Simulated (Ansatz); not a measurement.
# Ionic part of the dielectric constant of MgO at 18 GPa, mode by mode

The calculation used DFT PBEsol, scalar-relativistic, plane waves, PAW in Ansatz. Settings: 420 eV plane-wave cutoff, Γ-centred 12×12×6 mesh, fixed occupations. No spin polarisation. Phonons by linear response, acoustic sum rule imposed.

Symmetry: P6_3/mmc, No. 194, hexagonal system. The conventional cell has a = 3.363 Å, b = 3.363 Å, c = 4.054 Å, α = 90.00°, β = 90.00°, γ = 120.00°. Mg (site symmetry -6m2) has 5 O at 1.94 to 2.03 Å as nearest neighbours. O (site symmetry -6m2) is surrounded by 5 Mg at 1.94 to 2.03 Å.

The primitive cell has V = 39.71 Å³ and ε∞,zz = 2.980. Each polar mode adds Δε = (4.92064×10⁷/V)·S/ν² along z, with S its oscillator strength in e²/amu, ν in cm⁻¹ and V in Å³.

Problem. From these modes, find each Δε and ε0,zz.
```json
{"ν (cm⁻¹)": "467.5", "S_zz (e²/amu)": "0.8038"}
```

Solution.
```tsv
ν (cm⁻¹)	Δε
467.5	4.56
```

The sum is 4.557, so ε0,zz = 7.54; the run's tensor has 7.54.

Problem. Where do the longitudinal modes lie for a wave vector along z?

Solution. At 744 cm⁻¹. The Lyddane–Sachs–Teller product Π(ν_LO/ν_TO)² = 2.53 matches ε0/ε∞ = 2.53.

This form isn't the usual stable structure of the compound at low pressure.

Cost: 1 run of about 3.5 core-minutes, on Arm Neoverse V1 (shared hosts).